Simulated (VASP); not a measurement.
# C (P6_3/mmc) in VASP: further runs

The runs below take C through relaxation of cell and atoms, single point, with PBEsol+D3(BJ), PBE, BLYP+D3.

The COD entry that gives the cell may itself be a prediction, so a difference from it is no test against experiment.

Everything below comes from runs of VASP 6.6.1. Logs are shortened: lines on timing, memory, paths and dates and some standing lists are left out, and cuts for length are marked.

## (1) The structure

It takes space group P6_3/mmc (No. 194, hexagonal). Conventional cell: a = 2.522 Å, b = 2.522 Å, c = 8.237 Å, α = 90.00°, β = 90.00°, γ = 120.00°. C (site symmetry 3m) is surrounded by 4 C at 1.54 Å. C (site symmetry 3m) has 4 C at 1.54 Å as nearest neighbours.

This is a hexagonal form of diamond, not graphite.

## (2) Relaxation of cell and atoms, PBEsol+D3(BJ)

Input file INCAR:

```
PREC = Accurate
ENCUT = 600
EDIFF = 1E-6
ISMEAR = -1
SIGMA = 0.05
LREAL = F
LASPH = T
NELM = 100
ALGO = Fast
ISIF = 3
LWAVE = F
LCHARG = F
GGA = PS
IVDW = 12
IBRION = 2
NSW = 60
EDIFFG = -0.005
```

Input file KPOINTS:

```
Automatic mesh
0
Gamma
  12 12 4
```

Input file POSCAR:

```
C
1.0
    2.5221000000      0.0000000000      0.0000000000
   -1.2610500000      2.1842026709      0.0000000000
    0.0000000000      0.0000000000      8.2371000000
C
8
Direct
    0.6666666667      0.3333333333      0.8437500000
    0.3333333333      0.6666666667      0.3437500000
    0.6666666667      0.3333333333      0.6562500000
    0.3333333333      0.6666666667      0.1562500000
    0.0000000000      0.0000000000      0.9062500000
    0.0000000000      0.0000000000      0.4062500000
    0.0000000000      0.0000000000      0.5937500000
    0.0000000000      0.0000000000      0.0937500000
```

Potentials or basis: VASP PAW PBE potentials, release 64 (C).

On the command line:

```console
> cat potpaw_PBE.64/C/POTCAR > POTCAR
> mpirun -np 1 vasp_std > vasp.out
```

OUTCAR:

```text
PREC = Accurate
   ENCUT = 600
   EDIFF = 1E-6
   ISMEAR = -1
   LREAL = F
   LASPH = T
   NELM = 100
   ISIF = 3
   GGA = PS
   IVDW = 12
   IBRION = 2
   NSW = 60
   EDIFFG = -0.005
 IVDW          = 12

 ion  position               nearest neighbor table
   1  0.667  0.333  0.844-   3 1.54   5 1.54   5 1.54   5 1.54
   2  0.333  0.667  0.344-   4 1.54   6 1.54   6 1.54   6 1.54
   3  0.667  0.333  0.656-   1 1.54   7 1.54   7 1.54   7 1.54
   4  0.333  0.667  0.156-   2 1.54   8 1.54   8 1.54   8 1.54
   5  0.000  0.000  0.906-   8 1.54   1 1.54   1 1.54   1 1.54
   6  0.000  0.000  0.406-   7 1.54   2 1.54   2 1.54   2 1.54
   7  0.000  0.000  0.594-   6 1.54   3 1.54   3 1.54   3 1.54
   8  0.000  0.000  0.094-   5 1.54   4 1.54   4 1.54   4 1.54

  LATTYP: Found a hexagonal cell.
 ALAT       =     2.5221000000
 C/A-ratio  =     3.2659688355

  Lattice vectors:

 A1 = (   2.5221000000,   0.0000000000,   0.0000000000)
 A2 = (  -1.2610500000,   2.1842026709,   0.0000000000)
 A3 = (   0.0000000000,   0.0000000000,   8.2371000000)

Analysis of symmetry for initial positions (statically):
=====================================================================
 Subroutine PRICEL returns:
 Original cell was already a primitive cell.

 Routine SETGRP: Setting up the symmetry group for a
 hexagonal supercell.

 Subroutine GETGRP returns: Found 24 space group operations
 (whereof 12 operations were pure point group operations)
 out of a pool of 24 trial point group operations.

The static configuration has the point symmetry D_3d.
 The point group associated with its full space group is D_6h.

Analysis of symmetry for dynamics (positions and initial velocities):
=====================================================================
 Subroutine PRICEL returns:
 Original cell was already a primitive cell.

 Routine SETGRP: Setting up the symmetry group for a
 hexagonal supercell.

 Subroutine GETGRP returns: Found 24 space group operations
 (whereof 12 operations were pure point group operations)
 out of a pool of 24 trial point group operations.

The dynamic configuration has the point symmetry D_3d.
 The point group associated with its full space group is D_6h.

 Subroutine INISYM returns: Found 24 space group operations
 (whereof 12 operations are pure point group operations),
 and found     1 'primitive' translations

----------------------------------------------------------------------------------------

                                     Primitive cell

  volume of cell :      45.3764

  direct lattice vectors                    reciprocal lattice vectors
     2.522100000  0.000000000  0.000000000     0.396494984  0.228916486  0.000000000
    -1.261050000  2.184202671  0.000000000     0.000000000  0.457832972  0.000000000
     0.000000000  0.000000000  8.237100000     0.000000000  0.000000000  0.121401950

  length of vectors
     2.522100000  2.522100000  8.237100000     0.457832972  0.457832972  0.121401950

  position of ions in fractional coordinates (direct lattice)
     0.666666667  0.333333333  0.843750000
     0.333333333  0.666666667  0.343750000
     0.666666667  0.333333333  0.656250000
     0.333333333  0.666666667  0.156250000
     0.000000000  0.000000000  0.906250000
     0.000000000  0.000000000  0.406250000
     0.000000000  0.000000000  0.593750000
     0.000000000  0.000000000  0.093750000

  ion indices of the primitive-cell ions
   primitive index   ion index
                 1           1
                 2           2
                 3           3
                 4           4
                 5           5
                 6           6
                 7           7
                 8           8

----------------------------------------------------------------------------------------

 KPOINTS: Automatic mesh

Automatic generation of k-mesh.
 Grid dimensions read from file:
 generate k-points for:   12   12    4

 Generating k-lattice:

  Cartesian coordinates                     Fractional coordinates (reciprocal lattice)
     0.033041249  0.019076374  0.000000000     0.083333333  0.000000000  0.000000000
     0.000000000  0.038152748  0.000000000     0.000000000  0.083333333  0.000000000
     0.000000000  0.000000000  0.030350487     0.000000000  0.000000000  0.250000000

  Length of vectors
     0.038152748  0.038152748  0.030350487

  Shift w.r.t. Gamma in fractional coordinates (k-lattice)
     0.000000000  0.000000000  0.000000000

 Subroutine IBZKPT returns following result:
 ===========================================

 Found     57 irreducible k-points:

 Following reciprocal coordinates:
            Coordinates               Weight
  0.000000  0.000000  0.000000      1.000000
  0.083333  0.000000  0.000000      6.000000
  0.166667  0.000000  0.000000      6.000000
  0.250000  0.000000  0.000000      6.000000
  0.333333  0.000000  0.000000      6.000000
  0.416667  0.000000  0.000000      6.000000
[... 16 lines left out ...]
  0.250000  0.000000  0.250000     12.000000
  0.333333  0.000000  0.250000     12.000000
 [... further k-points ...]
   k-points           NKPTS =     57   k-points in BZ     NKDIM =     57   number of bands    NBANDS=     21
   number of dos      NEDOS =    301   number of ions     NIONS =      8
   total plane-waves  NPLWV =  28000
   dimension x,y,z NGX =    20 NGY =   20 NGZ =   70
   dimension x,y,z NGXF=    40 NGYF=   40 NGZF=  140
   ions per type =               8
   NGX,Y,Z   is equivalent  to a cutoff of  13.18, 13.18, 14.13 a.u.
   NGXF,Y,Z  is equivalent  to a cutoff of  26.37, 26.37, 28.26 a.u.
 SYSTEM =  unknown system
   PREC   = accura    normal or accurate (medium, high low for compatibility)
   ISTART =      0    job   : 0-new  1-cont  2-samecut
   ICHARG =      2    charge: 1-file 2-atom 10-const
   ISPIN  =      1    spin polarized calculation?
   LNONCOLLINEAR =      F non collinear calculations
   LSORBIT =      F    spin-orbit coupling
   LASPH  =      T    aspherical Exc in radial PAW
   ENCUT  =  600.0 eV  44.10 Ry    6.64 a.u.   5.04  5.04 16.45*2*pi/ulx,y,z
   NELM   =    100;   NELMIN=  2; NELMDL= -5     # of ELM steps
   EDIFF  = 0.1E-05   stopping-criterion for ELM
   LREAL  =      F    real-space projection
   EDIFFG = -.5E-02   stopping-criterion for IOM
   NSW    =     60    number of steps for IOM
   IBRION =      2    ionic relax: 0-MD 1-quasi-New 2-CG
   NFREE  =      1    steps in history (QN), initial steepest desc. (CG)
   ISIF   =      3    stress and relaxation
   ISYM   =      2    0-nonsym 1-usesym 2-fastsym
   POTIM  = 0.5000    time-step for ionic-motion
   TEBEG  =    0.0;   TEEND  =   0.0 temperature during run
   PSTRESS=    0.0 pullay stress
   NELECT =      32.0000    total number of electrons
   NUPDOWN=      -1.0000    fix difference up-down
   EMIN   =  10.00;   EMAX   =-10.00  energy-range for DOS
   EFERMI =   0.00;   METHOD = LEGACY
   ISMEAR =    -1;   SIGMA  =   0.05  broadening in eV -4-tet -1-fermi 0-gaus
   EFERMI_NEDOS =   21; number of points for ismear=-14 and -15
   IALGO  =     68    algorithm
   IMIX   =      4    mixing-type and parameters
     AMIX     =   0.40;   BMIX     =  1.00
     AMIX_MAG =   1.60;   BMIX_MAG =  1.00
  volume/ion in A,a.u.               =       5.67        38.28
  Fermi-wavevector in a.u.,A,eV,Ry     =   1.457186  2.753682 28.890486  2.123391
  Thomas-Fermi vector in A             =   2.574017
   LORBIT       =      0    0 simple, 1 ext, 2 COOP (PROOUT), +10 PAW based schemes
   GGA     = PS    functional components
   LHFCALC =     F    Hartree Fock is set to
   AEXX    =    0.0000 exact exchange contribution
   IVDW    =    12    specifies the selected vdW correction
   LEPSILON=     F    determine dielectric tensor
   LRPA    =     F    only Hartree local field effects (RPA)
 conjugate gradient relaxation of ions
 non-spin polarized calculation
 RMM-DIIS sequential band-by-band and
  energy-cutoff  :      600.00
  volume of cell :       45.38
 maximum number of plane-waves:      1534
   NGX = 11   NGY = 11   NGZ = 33

--------------------------------------- Ionic step        1  -------------------------------------------

 number of electron      31.9999998 magnetization

 Free energy of the ion-electron system (eV)
  ---------------------------------------------------
  ext. energy  EPLUGINS =         0.00000000
  ---------------------------------------------------
  free energy    TOTEN  =       -76.92651452 eV

  energy without entropy =      -76.92651452  energy(sigma->0) =      -76.92651452

------------------------ aborting loop because EDIFF is reached ----------------------------------------

 Edisp (eV)   -1.03670

 E8    (eV) :    -0.5020

  FORCE on cell =-STRESS in cart. coord.  units (eV):
  Direction    XX          YY          ZZ          XY          YZ          ZX
  --------------------------------------------------------------------------------------
  -------------------------------------------------------------------------------------
  Total      -3.33532    -3.33532     0.19153     0.00000     0.00000     0.00000
  in kB    -117.76553  -117.76553     6.76265     0.00000     0.00000     0.00000
  external pressure =      -76.26 kB  Pullay stress =        0.00 kB
[... 303 lines left out ...]
  energy  without entropy=      -78.0020341768  energy(sigma->0) =      -78.00203418

--------------------------------------- Ionic step        8  -------------------------------------------

 number of electron      31.9999999 magnetization

 Free energy of the ion-electron system (eV)
  ---------------------------------------------------
  ext. energy  EPLUGINS =         0.00000000
  ---------------------------------------------------
  free energy    TOTEN  =       -76.94674475 eV

  energy without entropy =      -76.94674475  energy(sigma->0) =      -76.94674475

 E-fermi :  11.0208     XC(G=0): -13.5168

 val. band max:       10.1026224708   @ k =   0.0000   0.0000   0.0000
 cond. band min:      14.5510987872   @ k =   0.4167   0.0000   0.0000
 fundamental gap:      4.4484763164
 Fermi energy:        11.0208465821

 k-point     1 :       0.0000    0.0000    0.0000
  band No.  band energies     occupation
      1     -11.8090      2.00000
      2     -10.1409      2.00000
      3     -10.0385      2.00000
      4      -5.9858      2.00000
      5      -3.7164      2.00000
      6       3.1233      2.00000
[... 550 lines left out ...]
      5      -1.2125      2.00000
      6      -0.2327      2.00000
[... 13 lines left out ...]
     20      17.5378      0.00000
     21      18.1596      0.00000

 [... further k-points ...]

------------------------ aborting loop because EDIFF is reached ----------------------------------------

 Edisp (eV)   -1.05531

 E8    (eV) :    -0.5111

  FORCE on cell =-STRESS in cart. coord.  units (eV):
  Direction    XX          YY          ZZ          XY          YZ          ZX
  --------------------------------------------------------------------------------------
  -------------------------------------------------------------------------------------
  Total       0.00672     0.00672     0.00162     0.00000    -0.00000    -0.00000
  in kB       0.24132     0.24132     0.05813     0.00000    -0.00000    -0.00000
  external pressure =        0.18 kB  Pullay stress =        0.00 kB
[... 23 lines left out ...]
  FREE ENERGIE OF THE ION-ELECTRON SYSTEM (eV)
  ---------------------------------------------------
  free  energy   TOTEN  =       -78.0020549898 eV

  energy  without entropy=      -78.0020549897  energy(sigma->0) =      -78.00205499

 reached required accuracy - stopping structural energy minimisation
```

Run time: 3.3 min. Hardware: 1 thread of Intel Xeon Platinum 8375C at 2.90GHz (Ice Lake), shared host; peak memory 0.22 GiB.

What came out:

- Free energy: -78.0021 eV
- Relaxed volume: 5.57 Å³/atom
- Relaxed cell: a = 2.499 Å, b = 2.499 Å, c = 8.244 Å, α = 90.00°, β = 90.00°, γ = 120.00°
- Space group after relaxing (to 0.05 Å): P6_3/mmc (No. 194)
- Energy gained by relaxing: 4.9 meV/atom
- Ionic steps: 8
- Pressure after relaxing: 0.0 GPa
- Band gap on the k mesh: 4.45 eV, indirect (least direct gap 5.28 eV)
- Dispersion energy per atom: -0.132 eV

Step by step:
```
step  energy change (eV)  largest force (eV/Å)  pressure (GPa)  volume (Å³)
   1              0.0000                0.3298           -7.63        45.38
   2              0.0287                0.5609           10.75        43.62
   3             -0.0386                0.0639           -0.21        44.61
   4             -0.0386                0.0723           -0.06        44.60
   5             -0.0385                0.0848            0.38        44.55
   6             -0.0388                0.0164            0.14        44.58
   7             -0.0388                0.0236           -0.11        44.60
   8             -0.0388                0.0016            0.02        44.59
```

Final structure:
```cif
data_structure
_symmetry_space_group_name_H-M 'P 1'
_symmetry_Int_Tables_number 1
_cell_length_a 2.4991
_cell_length_b 2.4991
_cell_length_c 8.2439
_cell_angle_alpha 90.000
_cell_angle_beta 90.000
_cell_angle_gamma 120.000
_cell_volume 44.59
loop_
_atom_site_label
_atom_site_type_symbol
_atom_site_fract_x
_atom_site_fract_y
_atom_site_fract_z
_atom_site_occupancy
C1 C 0.66667 0.33333 0.84443 1
C2 C 0.33333 0.66667 0.34443 1
C3 C 0.66667 0.33333 0.65557 1
C4 C 0.33333 0.66667 0.15557 1
C5 C 0.00000 0.00000 0.90704 1
C6 C 0.00000 0.00000 0.40704 1
C7 C 0.00000 0.00000 0.59296 1
C8 C 0.00000 0.00000 0.09296 1
```

Caveat: the PAW data sets were made with another functional, which shifts forces and pressure a little. A k mesh can miss the band edges.

## (3) Single point, PBE

Input file INCAR:

```
SYSTEM = C
ALGO = Fast
EDIFF = 1E-6
ENCUT = 520
GGA = PE
ISIF = 2
ISMEAR = 0
LASPH = .True.
LCHARG = .False.
LREAL = .False.
LWAVE = .False.
NELM = 60
PREC = Accurate
SIGMA = 0.014
```

Input file KPOINTS:

```
k-points
0
Gamma
  12 12 4
  0 0 0
```

POSCAR is that of step 2.

Potentials or basis: VASP PAW PBE potentials, release 64 (C).

On the command line:

```console
> cat potpaw_PBE.64/C/POTCAR > POTCAR
> mpirun -np 1 vasp_std > vasp.out
```

Wall time 33 s (1 thread of Intel Xeon Platinum 8559C (Emerald Rapids), shared host); peak memory 0.17 GiB.

The run converged. Its results:

| Quantity | Value |
| --- | --- |
| Free energy | -72.6481 eV |
| Pressure | 2.9 GPa |
| Largest force | 0.329 eV/Å |
| Band gap on the k mesh | 4.41 eV, indirect (least direct gap 5.18 eV) |

Forces in eV/Å, atoms in the order of the input:
```
C    0.000  0.000  0.320
C    0.000  0.000  0.320
C    0.000  0.000 -0.320
C    0.000  0.000 -0.320
C    0.000  0.000  0.329
C    0.000  0.000  0.329
C    0.000  0.000 -0.329
C    0.000  0.000 -0.329
```

Stress tensor (GPa, compression positive):
```
-1.17  0.00  0.00
 0.00 -1.17  0.00
 0.00  0.00 11.13
```

Levels at points of the mesh, in eV from the valence-band top:
```
           k point  band 13  band 14  band 15  band 16  band 17  band 18  band 19  band 20
(0.00, 0.00, 0.00)    -1.74    -0.22     0.00     0.00     5.18     5.18     5.71     7.00
(0.50, 0.00, 0.00)    -5.00    -4.54    -3.70    -2.93     4.46     5.60     5.86     6.01
(0.00, 0.00, 0.50)    -0.68    -0.68    -0.68    -0.68     5.97     5.97     5.97     5.98
(0.50, 0.00, 0.50)    -4.72    -4.72    -3.66    -3.66     4.82     4.82     7.11     7.11
```

(Continued in part 2 of 2.)
